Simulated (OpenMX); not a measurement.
Crystal: WC (Qusongite).

```xyz
2
Lattice="2.9065 0.0000 0.0000 -1.4532 2.5171 0.0000 0.0000 0.0000 2.8366" Properties=species:S:1:pos:R:3 pbc="T T T"
W     0.0000    0.0000    0.0000
C     1.4533    0.8390    1.4183
```

Base run:

* Program: OpenMX 3.8.5
* Functional: LDA
* Potentials or basis: OpenMX 2013 LDA set, W7.0-s3p2d2f1, C6.0-s2p2d1, grid cutoff 400 Ry
* k mesh: 7 × 7 × 7
* Occupations: fermi-dirac, width 0.05 eV
* Spin: no spin polarisation

Its results: pressure -7.8 GPa; largest force 0.042 eV/Å.

**Question.** The run is repeated on the same cell with these changes: functional from LDA to PBE; potentials or basis from OpenMX 2013 LDA set, W7.0-s3p2d2f1, C6.0-s2p2d1, grid cutoff 400 Ry to OpenMX 2013 PBE set, W7.0-s3p2d2f1, C6.0-s2p2d1, grid cutoff 400 Ry. What comes out?

**Answer.** Pressure 6.4 GPa; largest force 0.040 eV/Å.

Caveats: the basis of atomic orbitals isn't converged, which shifts pressures, moduli and gaps.
